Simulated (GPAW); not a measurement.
# PtS2 (P-3m1) in GPAW: a series of runs

Aim: see how the results for PtS2 move with the level of theory and the settings. Levels: LDA, TB-mBJ. Tasks: band structure, single point.

Everything below comes from runs of GPAW 26.7.0. Logs are shortened: lines on timing, memory, paths and dates and some standing lists are left out, and cuts for length are marked. The log counts tension as positive stress, the text compression.

### Step 1. Starting point

It takes space group P-3m1 (No. 164, trigonal). Conventional cell: a = 3.543 Å, b = 3.543 Å, c = 5.039 Å, α = 90.00°, β = 90.00°, γ = 120.00°. Around Pt (site symmetry -3m) lie 6 S at 2.34 Å. S (site symmetry 3m) is surrounded by 3 Pt at 2.34 Å.

### Step 2. Band structure, LDA

run.py

```python
from ase.dft.bandgap import bandgap
from ase.io import read, write
from ase.units import GPa
from gpaw import GPAW, PW

atoms = read('POSCAR')

calc = GPAW(mode=PW(600),
            xc='LDA',
            kpts={'size': (9, 9, 5), 'gamma': True},
            occupations={'name': 'fermi-dirac', 'width': 0.05},
            nbands=26,
            convergence={'density': 1e-05, 'energy': 1e-05},
            maxiter=150,
            txt='gpaw.txt')
atoms.calc = calc
energy = atoms.get_potential_energy()
forces = atoms.get_forces()
stress = atoms.get_stress()
calc.write('gs.gpw')
write('result.traj', atoms)
print(f'Energy: {energy:.6f} eV')
print('Forces (eV/A):')
print(forces.round(4))
print('Stress (GPa):', (stress / GPa).round(3))
print('Fermi level:', round(calc.get_fermi_level(), 4), 'eV')
print(f'Gap: {bandgap(calc)[0]:.4f} eV, direct: {bandgap(calc, direct=True)[0]:.4f} eV')

path = atoms.cell.bandpath('GMKGALHA,LM,KH', npoints=100, eps=1e-4)
bs_calc = calc.fixed_density(kpts=path, symmetry='off', nbands=40,
                             convergence={'bands': 'CBM+6.0', 'eigenstates': 1e-6}, txt='bands.txt')
bs = bs_calc.band_structure()
bs.write('bs.json')
print(f'Gap on the path: {bandgap(bs_calc)[0]:.4f} eV')
```

POSCAR

```
PtS2
1.0
    3.5432000000      0.0000000000      0.0000000000
   -1.7716000000      3.0685012107      0.0000000000
    0.0000000000      0.0000000000      5.0388000000
Pt S
1 2
Direct
    0.0000000000      0.0000000000      0.0000000000
    0.6666666667      0.3333333333      0.7730000000
    0.3333333333      0.6666666667      0.2270000000
```

Potentials or basis: the program's PAW data sets (release 1.2.1) made for this functional, pw.

Started as:

```console
$ OMP_NUM_THREADS=1 python run.py
```

gpaw.txt:

```text
__  _  _
 | _ |_)|_||  |
 |__||  | ||/\| - 26.7.0

Input parameters:
  mode=PW(ecut=600.0),
  convergence={'density': 1e-05, 'energy': 1e-05},
  kpts=MonkhorstPack(size=(9, 9, 5), gamma=True),
  maxiter=150,
  nbands=26,
  occupations=Occupations(name='fermi-dirac', width=0.05),
  xc=XC(name='LDA')

Diagonalizing LCAO Hamiltonian
Converting LCAO to pw mode

            S

         S

       Pt

Atoms  # Å, Bohr magnetons
|   | symbol |         x |        y |        z |    initial magnetic moments |
|---|--------|-----------|----------|----------|-----------------------------|
| 0 |     Pt |  0.000000 | 0.000000 | 0.000000 | ( 0.0000,  0.0000,  0.0000) |
| 1 |      S |  1.771600 | 1.022834 | 3.894992 | ( 0.0000,  0.0000,  0.0000) |
| 2 |      S | -0.000000 | 2.045667 | 1.143808 | ( 0.0000,  0.0000,  0.0000) |

Unit cell  # Å
| periodic |         x |        y |        z |  lengths |     angles |
|----------|-----------|----------|----------|----------|------------|
|      yes |  3.543200 | 0.000000 | 0.000000 | 3.543200 |  90.000000 |
|      yes | -1.771600 | 3.068501 | 0.000000 | 3.543200 |  90.000000 |
|      yes |  0.000000 | 0.000000 | 5.038800 | 5.038800 | 120.000000 |

Number of symmetries: 12
Symmetry operations  # r_c * U_cc + t_c -> r_c
|    | kind |            matrix            |
|----|------|------------------------------|
|  0 |  σ   |  1, 1, 0,  0,-1, 0,  0, 0, 1 |
|  1 |  S6  |  1, 1, 0, -1, 0, 0,  0, 0,-1 |
|  2 |  E   |  1, 0, 0,  0, 1, 0,  0, 0, 1 |
|  3 |  C2  |  1, 0, 0, -1,-1, 0,  0, 0,-1 |
|  4 |  C2  |  0, 1, 0,  1, 0, 0,  0, 0,-1 |
|  5 |  C3  |  0, 1, 0, -1,-1, 0,  0, 0, 1 |
|  6 |  S6  |  0,-1, 0,  1, 1, 0,  0, 0,-1 |
|  7 |  σ   |  0,-1, 0, -1, 0, 0,  0, 0, 1 |
|  8 |  σ   | -1, 0, 0,  1, 1, 0,  0, 0, 1 |
|  9 |  i   | -1, 0, 0,  0,-1, 0,  0, 0,-1 |
| 10 |  C3  | -1,-1, 0,  1, 0, 0,  0, 0, 1 |
| 11 |  C2  | -1,-1, 0,  0, 1, 0,  0, 0,-1 |

BZ-sampling:
  Number of BZ points: 405
  Number of IBZ points: 50

  Monkhorst-Pack size: [9, 9, 5]
  Monkhorst-Pack shift: [0, 0, 0]

K-points  # in reciprocal-cell coordinates
|     |                                coordinates |     weight |
|-----|--------------------------------------------|------------|
|   0 | (  0.00000000,   0.00000000,   0.00000000) | 0.00246914 |
|   1 | (  0.00000000,   0.00000000,   0.20000000) | 0.00493827 |
|   2 | (  0.00000000,   0.00000000,   0.40000000) | 0.00493827 |
|   3 | (  0.11111111,   0.00000000,  -0.40000000) | 0.01481481 |
|   4 | (  0.11111111,   0.00000000,  -0.20000000) | 0.01481481 |
|   5 | (  0.11111111,   0.00000000,   0.00000000) | 0.01481481 |
|   6 | (  0.11111111,   0.00000000,   0.20000000) | 0.01481481 |
|   7 | (  0.11111111,   0.00000000,   0.40000000) | 0.01481481 |
|   8 | (  0.22222222,  -0.11111111,   0.00000000) | 0.01481481 |
|   9 | (  0.22222222,  -0.11111111,   0.20000000) | 0.02962963 |
| ... |                                            |            |
|  49 | (  0.44444444,   0.44444444,   0.40000000) | 0.02962963 |

Plane wave coefficients: 1863
Cutoff: 600.0 eV

Spin-components: 1 (collinear spins)
Bands:           26
Projectors:      16
Spin-degeneracy: 2
Datatype:        complex128

Parallelization:
  kpt:    1
  domain: 1
  band:   1

Density:
  Valence electrons: 28.0
  Components: 1
  Grid points: [21 21 30]
  Charge: 0.0  # |e|

Potential:
  Grid points: [21 21 30]

species:
  Pt:
    name:    Platinum
    Z:       78.0
    valence: 16
    core:    62
    charge:  0.0  # [|e|]
    compensation charges:
      type: gauss
      rc: 0.41  # [Å]
      lmax: 2
    cutoffs:
      filter: 2.26  # [Å]
      core: 2.26  # [Å]
    projectors
    | kind |    occ | energy [eV] | rcut [Å] |
    |------|--------|-------------|----------|
    |   6s |  1.000 |      -5.930 |    1.307 |
    |   5p |  6.000 |     -56.318 |    1.371 |
    |   6p |  0.000 |      -0.962 |    1.371 |
    |   5d |  9.000 |      -6.387 |    1.307 |
    |    s |        |      21.281 |    1.307 |
    |    d |        |      20.825 |    1.307 |

    Using partial waves for Pt as LCAO basis

  S:
    name:    Sulfur
    Z:       16.0
    valence: 6
    core:    10
    charge:  0.0  # [|e|]
    compensation charges:
      type: gauss
      rc: 0.24  # [Å]
      lmax: 2
    cutoffs:
      filter: 1.77  # [Å]
      core: 1.66  # [Å]
    projectors
    | kind |    occ | energy [eV] | rcut [Å] |
    |------|--------|-------------|----------|
    |   3s |  2.000 |     -17.278 |    0.974 |
    |   3p |  4.000 |      -7.106 |    0.979 |
    |    s |        |       9.933 |    0.974 |
    |    p |        |      20.105 |    0.979 |
    |    d |        |       0.000 |    0.900 |

    Using partial waves for S as LCAO basis

Reference energy: -521745.916756  # eV

eigensolver:
  PPCG
  Converge bands: occupied
  niter=2

density mixing:
  MSR1-Mixer
  Pratt-step length: 0.05
  Maximum mixing coefficient: 0.75
  Old densities: 10
  SVD Regularization: 0.005
  Good broyden scale: 1.0
  Trust region scale: 1.0
  Backstep threshold: 4.0
  History deletion threshold: 6.0
  Fourier metric: weight=20.0, sigma=0.015

occupation numbers:
  Fermi-Dirac:
    width: 0.0500  # eV

poisson solver:
  ecut: 4800.0  # eV

xc functional:
  name: None

convergence criteria:
[... 6 lines left out ...]
|iter     | |      energy | eigst |  dens |
|---------|-|-------------|-------|-------|
|iter:   1| |  -20.097943 | +0.38 |       |
|iter:   2| |  -19.578898 | -1.64 | -1.06 |
|iter:   3| |  -18.579541 | -1.58 | -1.14 |
|iter:   4| |  -18.529554 | -3.28 | -1.62 |
|iter:   5| |  -18.504225 | -3.50 | -1.86 |
|iter:   6| |  -18.503755 | -4.92 | -2.75 |
|iter:   7| |  -18.503733 | -5.44 | -3.20 |
|iter:   8| |  -18.503735c| -6.96 | -4.04 |
|iter:   9| |  -18.503735c| -8.09c| -4.57 |
|iter:  10| |  -18.503735c| -7.88c| -4.93 |
|iter:  11| |  -18.503735c| -8.70c| -5.69c|

Converged in 11 steps
Energy contributions relative to reference atoms: (reference = -521745.916756)

Energy contributions:
  Kinetic:           9.131808
  Coulomb:         -10.145646
  Zero:             -0.408823
  External:          0.000000
  Xc:              -17.081068
  Entropy:          -0.000013
  Spinorbit:         0.000000
  ----------------------------
  Free energy:     -18.503742
  Extrapolated:    -18.503735

dipole moment: (-6.165361, -10.678718, -17.535572)  # |e|*Ang

Fermi level: 7.585
Eigenvalues  # (at kpt = [0.000, 0.000, 0.000])
| band index |      eig [eV] | occ [0-2] |
|------------|---------------|-----------|
|          0 |       -46.787 |     2.000 |
|        ... |               |           |
|          6 |         0.084 |     2.000 |
|          7 |         0.206 |     2.000 |
|          8 |         3.125 |     2.000 |
|          9 |         3.126 |     2.000 |
|         10 |         5.339 |     2.000 |
|         11 |         6.022 |     2.000 |
[... 8 lines left out ...]
|         20 |        18.928 |     0.000 |
|         21 |        19.661 |     0.000 |
|        ... |               |           |
|         25 |        20.742 |     0.000 |

Gap: 0.885 eV
Transition (v -> c):
  (s=0, k=12, n=13, [0.22, 0.00, -0.20]) -> (s=0, k=22, n=14, [0.33, 0.00, -0.20])
Direct/indirect transitions are different
Direct gap: 0.938 eV
Transition at: (s=0, k=12, n=13, [0.22, 0.00, -0.20])

Forces  # eV/Ang
|        x |        y |        z |
|----------|----------|----------|
|  0.00000 | -0.00000 |  0.00000 |  # Pt   0
| -0.00000 |  0.00000 | -0.76458 |  # S    1
|  0.00000 | -0.00000 |  0.76458 |  # S    2

Stress tensor  # eV/Ang^3
|         x |         y |         z |
|-----------|-----------|-----------|
| -0.019170 |  0.000000 |  0.000000 |
|  0.000000 | -0.019170 | -0.000000 |
|  0.000000 | -0.000000 | -0.018590 |

# Writing to gs.gpw (mode='')
```

Run time: 1.7 min. Hardware: 1 thread of Arm Neoverse V2, shared host; peak memory 0.38 GiB.

Results:

```yaml
Free_energy: -18.5037 eV
Pressure: 3.0 GPa
Largest_force: 0.765 eV/Å
Band_gap_on_the_k_mesh: 0.89 eV, indirect (least direct gap 0.94 eV)
Band_gap_along_the_path: 0.91 eV, indirect (least direct gap 1.45 eV)
```

Forces in eV/Å, atoms in the order of the input:
```
Pt   0.000  0.000  0.000
S    0.000  0.000 -0.765
S    0.000  0.000  0.765
```

Stress tensor (GPa, compression positive):
```
3.07 0.00 0.00
0.00 3.07 0.00
0.00 0.00 2.98
```

Levels at the corners of the path, in eV from the valence-band top:
```tsv
point	band 11	band 12	band 13	band 14	band 15	band 16	band 17	band 18
Γ	-1.79	-1.11	-1.11	-0.11	2.42	2.42	4.64	5.51
M	-3.35	-3.25	-3.01	-2.35	1.70	2.81	5.40	6.35
K	-3.69	-2.68	-1.49	-1.49	0.95	0.95	5.57	7.87
Γ	-1.79	-1.11	-1.11	-0.11	2.42	2.42	4.64	5.51
A	-2.55	-1.30	-1.30	-0.88	2.91	2.91	5.33	7.16
L	-3.29	-3.08	-2.74	-1.33	2.05	2.28	5.27	5.33
H	-3.59	-3.56	-1.89	-1.89	2.18	2.18	7.21	7.67
A	-2.55	-1.30	-1.30	-0.88	2.91	2.91	5.33	7.16
L	-3.29	-3.08	-2.74	-1.33	2.05	2.28	5.27	5.33
M	-3.35	-3.25	-3.01	-2.35	1.70	2.81	5.40	6.35
K	-3.69	-2.68	-1.49	-1.49	0.95	0.95	5.57	7.87
H	-3.59	-3.56	-1.89	-1.89	2.18	2.18	7.21	7.67
```

Caveat: spin-orbit coupling is left out, which moves the levels of the heavy elements.

### Step 3. Single point, TB-mBJ

run.py

```python
from ase import Atoms
from ase.dft.bandgap import bandgap
from ase.io import write
from gpaw import GPAW, PW

atoms = Atoms(['Pt', 'S', 'S'],
              cell=[[3.5432, 0.0, 0.0],
                    [-1.7716, 3.0685012107, 0.0],
                    [0.0, 0.0, 5.0388]],
              scaled_positions=[[0.0, 0.0, 0.0],
                                [0.6666666667, 0.3333333333, 0.773],
                                [0.3333333333, 0.6666666667, 0.227]],
              pbc=True)

calc = GPAW(mode=PW(600),
            xc='TB09',
            kpts={'size': (8, 8, 4), 'gamma': True},
            occupations={'name': 'fermi-dirac', 'width': 0.05},
            nbands=26,
            convergence={'density': 1e-05, 'energy': 1e-05},
            eigensolver='cg',
            maxiter=150,
            txt='gpaw.txt')
atoms.calc = calc
energy = atoms.get_potential_energy()
calc.write('gs.gpw')
write('result.traj', atoms)
print('Fermi level:', round(calc.get_fermi_level(), 4), 'eV')
print(f'Gap: {bandgap(calc)[0]:.4f} eV, direct: {bandgap(calc, direct=True)[0]:.4f} eV')
```

Potentials or basis: GPAW PAW data sets for LDA (gpaw-data 1.2.1), pw.

Started as:

```console
$ OMP_NUM_THREADS=1 python run.py
```

gpaw.txt:

```text
___ ___ ___ _ _ _
 |   |   |_  | | | |
 | | | | | . | | | |
 |__ |  _|___|_____|  26.7.0
 |___|_|

Input parameters:
  convergence: {density: 1e-05,
                energy: 1e-05}
  eigensolver: cg
  kpts: {gamma: True,
         size: (8, 8, 4)}
  maxiter: 150
  mode: {ecut: 600.0,
         name: pw}
  nbands: 26
  occupations: {name: fermi-dirac,
                width: 0.05}
  xc: TB09

System changes: positions, numbers, cell, pbc, initial_charges, initial_magmoms

Initialize ...

species:
  Pt:
    name:    Platinum
    Z:       78.0
    valence: 16
    core:    62
    charge:  0.0  # [|e|]
    compensation charges:
      type: gauss
      rc: 0.41  # [Å]
      lmax: 2
    cutoffs:
      filter: 2.26  # [Å]
      core: 2.26  # [Å]
    projectors
    | kind |    occ | energy [eV] | rcut [Å] |
    |------|--------|-------------|----------|
    |   6s |  1.000 |      -5.930 |    1.307 |
    |   5p |  6.000 |     -56.318 |    1.371 |
    |   6p |  0.000 |      -0.962 |    1.371 |
    |   5d |  9.000 |      -6.387 |    1.307 |
    |    s |        |      21.281 |    1.307 |
    |    d |        |      20.825 |    1.307 |

    Using partial waves for Pt as LCAO basis

  S:
    name:    Sulfur
    Z:       16.0
    valence: 6
    core:    10
    charge:  0.0  # [|e|]
    compensation charges:
      type: gauss
      rc: 0.24  # [Å]
      lmax: 2
    cutoffs:
      filter: 1.77  # [Å]
      core: 1.66  # [Å]
    projectors
    | kind |    occ | energy [eV] | rcut [Å] |
    |------|--------|-------------|----------|
    |   3s |  2.000 |     -17.278 |    0.974 |
    |   3p |  4.000 |      -7.106 |    0.979 |
    |    s |        |       9.933 |    0.974 |
    |    p |        |      20.105 |    0.979 |
    |    d |        |       0.000 |    0.900 |

    Using partial waves for S as LCAO basis

Reference energy: -521745.916756  # eV

Spin-paired calculation

Convergence criteria:
 Maximum [total energy] change in last 3 cyles: 1e-05 eV / valence electron
 Maximum integral of absolute [dens]ity change: 1e-05 electrons / valence electron
 Maximum integral of absolute [eigenst]ate change: 4e-08 eV^2 / valence electron
 Maximum number of scf [iter]ations: 150
 (Square brackets indicate name in SCF output, whereas a 'c' in
 the SCF output indicates the quantity has converged.)

Symmetries present (total): 12

[... 16 lines left out ...]
   5:     0.12500000    0.00000000    0.25000000          6/256
   6:     0.12500000    0.00000000    0.50000000          6/256
   7:     0.25000000   -0.12500000    0.00000000          6/256
   8:     0.25000000   -0.12500000    0.25000000         12/256
   9:     0.25000000   -0.12500000    0.50000000          6/256
          ...
  34:     0.50000000    0.50000000    0.50000000          3/256

Wave functions: Plane wave expansion
  Cutoff energy: 600.000 eV
  Number of coefficients (min, max): 1802, 1863
  Pulay-stress correction: 0.000000 eV/Ang^3 (de/decut=0.000000)
  Using FFTW library
  ScaLapack parameters: grid=1x1, blocksize=None
  Wavefunction extrapolation:
    Improved wavefunction reuse through dual PAW basis

Occupation numbers: Fermi-Dirac:
  width: 0.0500  # eV

Eigensolver
   CG(niter=4, rtol=3.0e-01)

Densities:
  Coarse grid: 21*21*30 grid
  Fine grid: 42*42*60 grid
  Total Charge: 0.000000

Density mixing:
  Method: separate
  Backend: msr1
  Linear mixing parameter: 0.05
  old densities: 10
  Width of damping distribution: 1.1
  Damping of long wavelength oscillations: 20

Hamiltonian:
  XC and Coulomb potentials evaluated on a 42*42*60 grid
  Using the TB09 Exchange-Correlation functional
  External potential:
    NoExternalPotential

XC parameters: TB09 with 2 nearest neighbor stencil

Number of atoms: 3
Number of atomic orbitals: 20
Number of bands in calculation: 26
Number of valence electrons: 28
Bands to converge: occupied

... initialized

Initializing position-dependent things.

Density initialized from atomic densities
Creating initial wave functions:
  20 bands from LCAO basis set
  6 bands from random numbers

            S

         S

       Pt

Atomic positions and initial magnetic moments

Positions:
   0 Pt     0.000000    0.000000    0.000000    ( 0.0000,  0.0000,  0.0000)
   1 S      1.771600    1.022834    3.894992    ( 0.0000,  0.0000,  0.0000)
   2 S     -0.000000    2.045667    1.143808    ( 0.0000,  0.0000,  0.0000)

Unit cell:
           periodic     x           y           z      points  spacing
  1. axis:    yes    3.543200    0.000000    0.000000    21     0.1461
  2. axis:    yes   -1.771600    3.068501    0.000000    21     0.1461
  3. axis:    yes    0.000000    0.000000    5.038800    30     0.1680

  Lengths:   3.543200   3.543200   5.038800
  Angles:   90.000000  90.000000 120.000000

Effective grid spacing dv^(1/3) = 0.1606

iter:   1 10644.744740
iter:   2 10659.442691   +2.02  -0.44
iter:   3 10666.384674   +1.43  -0.96
iter:   4 10665.580309   +0.75  -1.10
iter:   5 10664.806553   -0.05  -1.20
iter:   6 10665.223897   +0.00  -1.30
iter:   7 10667.476709   -0.98  -1.58
iter:   8 10669.767310   -1.37  -1.81
iter:   9 10669.922258   -1.87  -2.01
iter:  10 10670.382567   -1.67  -2.10
iter:  11 10669.398149   -1.97  -2.09
[... 4 lines left out ...]
iter:  16 10669.668989   -3.00  -2.47
iter:  17 10669.795393   -3.61  -2.83
iter:  18 10669.801237   -3.74  -2.78
iter:  19 10669.830778   -4.07  -3.42
iter:  20 10669.856831   -4.40  -3.34
iter:  21 10669.842449   -4.67  -3.86
iter:  22 10669.847799   -5.21  -3.86
iter:  23 10669.839751   -5.46  -3.98
iter:  24 10669.841930   -5.74  -4.64
iter:  25 10669.840789   -6.42  -4.47
iter:  26 10669.840618   -6.92  -5.39c
iter:  27 10669.840472   -7.44c -5.31c
iter:  28 10669.840383c  -7.98c -5.23c

Converged after 28 iterations.

Dipole moment: (0.000000, -0.000000, 0.000000) |e|*Ang

Energy contributions relative to reference atoms: (reference = -521745.916756)

Kinetic:        -12.650145
Potential:      +14.372578
External:        +0.000000
XC:            +10670.072556
Entropy (-ST):   -0.000000
Local:           -1.954607
SIC:             +0.000000
--------------------------
Free energy:   +10669.840382
Extrapolated:  +10669.840383

Showing only first 2 kpts
 Kpt  Band  Eigenvalues  Occupancy
  0    12      6.37412    2.00000
  0    13      7.50157    2.00000
  0    14     10.21734    0.00000
  0    15     10.21735    0.00000

  1    12      6.28828    2.00000
  1    13      7.01218    2.00000
  1    14     10.43645    0.00000
  1    15     10.43647    0.00000

Fermi level: 8.15608

Gap: 1.295 eV
Transition (v -> c):
  (s=0, k=4, n=13, [0.12, 0.00, 0.00]) -> (s=0, k=10, n=14, [0.25, 0.00, -0.25])
Direct/indirect transitions are different
Direct gap: 1.427 eV
Transition at: (s=0, k=10, n=13, [0.25, 0.00, -0.25])
Writing to gs.gpw (mode='')
```

stdout:

```text
Fermi level: 8.1561 eV
Gap: 1.2945 eV, direct: 1.4269 eV
```

Wall time 87 s (1 thread of Arm Neoverse V2, shared host); peak memory 0.32 GiB.

Results:

* Band gap on the k mesh: 1.29 eV, indirect (least direct gap 1.43 eV)

Levels at points of the mesh, in eV from the valence-band top:
```csv
k point,band 11,band 12,band 13,band 14,band 15,band 16,band 17,band 18
"(0.00, 0.00, 0.00)",-1.75,-1.13,-1.13,0.00,2.71,2.71,5.43,6.83
"(0.00, 0.00, 0.50)",-2.24,-1.30,-1.30,-0.87,3.17,3.17,6.08,7.96
"(0.50, 0.50, 0.00)",-3.31,-3.23,-2.84,-2.28,2.08,3.09,6.03,7.25
"(0.50, 0.50, 0.50)",-3.25,-3.02,-2.67,-1.33,2.38,2.61,6.01,6.52
```

Caveat: a model potential gives levels but no total energy; the PAW data sets were made with another functional, which shifts forces and pressure a little; spin-orbit coupling is left out, which moves the levels of the heavy elements.
